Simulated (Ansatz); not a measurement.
# InSe: the cost of one run

Program: Ansatz 0.2.0. Level of theory: DFT PBE, scalar-relativistic, plane waves, PAW. These are calculated values, not measurements.

The COD entry's cell or inner coordinates are ideal or old and differ from later refinements, so a difference from it is no clean test against experiment.

**1. The structure to begin with**

Symmetry: R3m, No. 160, trigonal system. The conventional cell has a = 4.000 Å, b = 4.000 Å, c = 25.320 Å, α = 90.00°, β = 90.00°, γ = 120.00°. Around In (site symmetry 3m) lie 3 Se at 2.64 Å and 1 In at 2.82 Å. In (site symmetry 3m) is surrounded by 3 Se at 2.63 Å and 1 In at 2.82 Å. Around Se (site symmetry 3m) lie 3 In at 2.64 Å. Se (site symmetry 3m) has 3 In at 2.63 Å in its first shell of neighbours.

As a file:

```xyz
64
Lattice="-4.0000 -6.9282 0.0000 12.0000 -6.9282 0.0000 0.0000 2.3094 16.8800" Properties=species:S:1:pos:R:3 pbc="T T T"
In    0.0000    0.0000    0.0000
In   -2.0000   -3.4641    0.0000
In    2.0000   -3.4641    0.0000
In    0.0000   -2.3094    8.4400
In    0.0000   -6.9282    0.0000
In   -2.0000   -5.7735    8.4400
In    4.0000   -6.9282    0.0000
In    2.0000   -5.7735    8.4400
In    6.0000   -3.4641    0.0000
In    4.0000   -2.3094    8.4400
In    6.0000  -10.3923    0.0000
In    4.0000   -9.2376    8.4400
In    8.0000   -6.9282    0.0000
In    6.0000   -5.7735    8.4400
In   10.0000   -5.7735    8.4400
In    8.0000   -9.2376    8.4400
In    0.0000    0.0000    2.8206
In   -2.0000   -3.4641    2.8206
In    2.0000   -3.4641    2.8206
In    0.0000   -2.3094   11.2606
In    0.0000   -6.9282    2.8206
In   -2.0000   -5.7735   11.2606
In    4.0000   -6.9282    2.8206
In    2.0000   -5.7735   11.2606
In    6.0000   -3.4641    2.8206
In    4.0000   -2.3094   11.2606
In    6.0000  -10.3923    2.8206
In    4.0000   -9.2376   11.2606
In    8.0000   -6.9282    2.8206
In    6.0000   -5.7735   11.2606
In   10.0000   -5.7735   11.2606
In    8.0000   -9.2376   11.2606
Se    0.0000    0.0000   15.6097
Se   -2.0000   -3.4641   15.6097
Se    2.0000   -3.4641   15.6098
Se    0.0000   -4.6188    7.1697
Se    0.0000   -6.9282   15.6098
Se    2.0000   -1.1547    7.1697
Se    4.0000   -6.9282   15.6097
Se    2.0000   -8.0829    7.1698
Se    6.0000   -3.4641   15.6097
Se    4.0000   -4.6188    7.1698
Se    6.0000  -10.3923   15.6097
Se    8.0000   -4.6188    7.1697
Se    8.0000   -6.9282   15.6097
Se    6.0000   -8.0829    7.1697
Se   10.0000   -8.0829    7.1697
Se    8.0000  -11.5470    7.1697
Se    0.0000   -2.3094    4.0875
Se   -2.0000   -5.7735    4.0875
Se    2.0000   -5.7735    4.0875
Se    0.0000   -4.6188   12.5275
Se    4.0000   -2.3094    4.0875
Se    2.0000   -1.1547   12.5275
Se    4.0000   -9.2376    4.0875
Se    2.0000   -8.0829   12.5275
Se    6.0000   -5.7735    4.0875
Se    4.0000   -4.6188   12.5275
Se   10.0000   -5.7735    4.0875
Se    8.0000   -4.6188   12.5275
Se    8.0000   -9.2376    4.0875
Se    6.0000   -8.0829   12.5275
Se   10.0000   -8.0829   12.5275
Se    8.0000  -11.5470   12.5275
```

The runs take a perfect supercell of 64 atoms; the defect goes to fractional position (0.000, 0.000, 0.000).

**2. The perfect supercell**

The input, input.yaml:

```yaml
crystal:
  lattice:
    - [-4.0, -6.928203, 0.0]
    - [12.0, -6.928203, 0.0]
    - [0.0, 2.309401, 16.88]
  atoms:
    - { symbol: In, position: [0.0, 0.0, 0.0] }
    - { symbol: In, position: [0.5, 0.0, 0.0] }
    - { symbol: In, position: [0.25, 0.25, 0.0] }
    - { symbol: In, position: [0.375, 0.125, 0.5] }
    - { symbol: In, position: [0.75, 0.25, 0.0] }
    - { symbol: In, position: [0.875, 0.125, 0.5] }
    - { symbol: In, position: [0.5, 0.5, 0.0] }
    - { symbol: In, position: [0.625, 0.375, 0.5] }
    - { symbol: In, position: [0.0, 0.5, 0.0] }
    - { symbol: In, position: [0.125, 0.375, 0.5] }
    - { symbol: In, position: [0.75, 0.75, 0.0] }
    - { symbol: In, position: [0.875, 0.625, 0.5] }
    - { symbol: In, position: [0.25, 0.75, 0.0] }
    - { symbol: In, position: [0.375, 0.625, 0.5] }
    - { symbol: In, position: [0.125, 0.875, 0.5] }
    - { symbol: In, position: [0.625, 0.875, 0.5] }
    - { symbol: In, position: [0.041775, 0.013925, 0.1671] }
    - { symbol: In, position: [0.541775, 0.013925, 0.1671] }
    - { symbol: In, position: [0.291775, 0.263925, 0.1671] }
    - { symbol: In, position: [0.416775, 0.138925, 0.6671] }
    - { symbol: In, position: [0.791775, 0.263925, 0.1671] }
    - { symbol: In, position: [0.916775, 0.138925, 0.6671] }
    - { symbol: In, position: [0.541775, 0.513925, 0.1671] }
    - { symbol: In, position: [0.666775, 0.388925, 0.6671] }
    - { symbol: In, position: [0.041775, 0.513925, 0.1671] }
    - { symbol: In, position: [0.166775, 0.388925, 0.6671] }
    - { symbol: In, position: [0.791775, 0.763925, 0.1671] }
    - { symbol: In, position: [0.916775, 0.638925, 0.6671] }
    - { symbol: In, position: [0.291775, 0.763925, 0.1671] }
    - { symbol: In, position: [0.416775, 0.638925, 0.6671] }
    - { symbol: In, position: [0.166775, 0.888925, 0.6671] }
    - { symbol: In, position: [0.666775, 0.888925, 0.6671] }
    - { symbol: Se, position: [0.231187, 0.077062, 0.924748] }
    - { symbol: Se, position: [0.731187, 0.077062, 0.924748] }
    - { symbol: Se, position: [0.481188, 0.327063, 0.924752] }
    - { symbol: Se, position: [0.606187, 0.202062, 0.424748] }
    - { symbol: Se, position: [0.981188, 0.327063, 0.924752] }
    - { symbol: Se, position: [0.106187, 0.202062, 0.424748] }
    - { symbol: Se, position: [0.731187, 0.577062, 0.924748] }
    - { symbol: Se, position: [0.856188, 0.452063, 0.424752] }
    - { symbol: Se, position: [0.231187, 0.577062, 0.924748] }
    - { symbol: Se, position: [0.356188, 0.452063, 0.424752] }
    - { symbol: Se, position: [0.981187, 0.827062, 0.924748] }
    - { symbol: Se, position: [0.106187, 0.702062, 0.424748] }
    - { symbol: Se, position: [0.481187, 0.827062, 0.924748] }
    - { symbol: Se, position: [0.606187, 0.702062, 0.424748] }
    - { symbol: Se, position: [0.356187, 0.952062, 0.424748] }
    - { symbol: Se, position: [0.856187, 0.952062, 0.424748] }
    - { symbol: Se, position: [0.310537, 0.103512, 0.242148] }
    - { symbol: Se, position: [0.810538, 0.103513, 0.242152] }
    - { symbol: Se, position: [0.560537, 0.353512, 0.242148] }
    - { symbol: Se, position: [0.685537, 0.228512, 0.742148] }
    - { symbol: Se, position: [0.060537, 0.353512, 0.242148] }
    - { symbol: Se, position: [0.185537, 0.228512, 0.742148] }
    - { symbol: Se, position: [0.810537, 0.603512, 0.242148] }
    - { symbol: Se, position: [0.935537, 0.478512, 0.742148] }
    - { symbol: Se, position: [0.310537, 0.603512, 0.242148] }
    - { symbol: Se, position: [0.435537, 0.478512, 0.742148] }
    - { symbol: Se, position: [0.060537, 0.853512, 0.242148] }
    - { symbol: Se, position: [0.185537, 0.728512, 0.742148] }
    - { symbol: Se, position: [0.560537, 0.853512, 0.242148] }
    - { symbol: Se, position: [0.685537, 0.728512, 0.742148] }
    - { symbol: Se, position: [0.435537, 0.978512, 0.742148] }
    - { symbol: Se, position: [0.935537, 0.978512, 0.742148] }
basis:
  ecutwfc: 420
  fft_grid_basis: typed
kpoints:
  mp_grid: { grid: [2, 1, 1] }
hamiltonian:
  xc: pbe
  pseudopotentials: { kind: paw }
scf:
  occupations: { method: gaussian, width: 0.05 }
output:
  forces: true
  stress: false
  eigenvalues: true
  bader: false
  write_density: true
  volumetric_format: npy
```

Started as:

```sh
$ ansatz run input.yaml --threads 8 --pin off --max-ram 16384MiB --backend cpu --events-out ev --progress --plain --runs-dir out
```

**Question.** How long does this run take on 8 threads of Arm Neoverse N1, shared host, and how much memory does it need?

About 52 s, with a peak of 8.5 GiB.
